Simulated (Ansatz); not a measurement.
# Na₂S: excitons and shallow donors from band masses and screening

The calculation used DFT PBEsol, scalar-relativistic, plane waves, PAW (Ansatz 0.2.0).

Plane waves to 420 eV, a k mesh through Γ of 8×8×8 on the computed 3-atom cell and Gaussian smearing (0.02 eV); no spin polarisation.

Relaxed cell: Fm-3m, a = 6.501 Å, b = 6.501 Å, c = 6.501 Å, α = 90.00°, β = 90.00°, γ = 90.00°, 3 atoms in the primitive cell.

The calculation gives a Kohn–Sham gap of 2.43 eV, an electron mass of 0.28 mₑ and a hole mass of 0.939 mₑ (harmonic means over x, y, z and over the bands degenerate at each edge), and ε∞ = 3.94 (independent particles, mean of the diagonal).

Estimate the binding energy and radius of a Wannier–Mott exciton and of a shallow donor, and say whether the hydrogenic model can hold.

The reduced mass is μ = mₙmₕ/(mₙ + mₕ) = 0.216 mₑ, with mₙ and mₕ the band masses. With E_b = 13.606 eV × μ/ε² and a = 0.529 Å × ε/μ (μ in mₑ) the exciton has E_b = 189 meV and a = 9.7 Å. For a donor μ is the electron mass: 245 meV and 7.5 Å. The radius isn't large against the shortest lattice vector (4.60 Å), so the continuum picture is doubtful and the numbers are only a scale. In a polar crystal the ions screen too, so a state bound more weakly than an optical phonon feels the larger static constant, which lowers the energy and widens the orbit. The other way, the small Kohn–Sham gap and the missing local fields make ε∞ too large and the masses tend to be too light, which underbinds.

Cost: 4 runs of about 0.75 core-minutes in all, on Arm Neoverse V2 (shared hosts).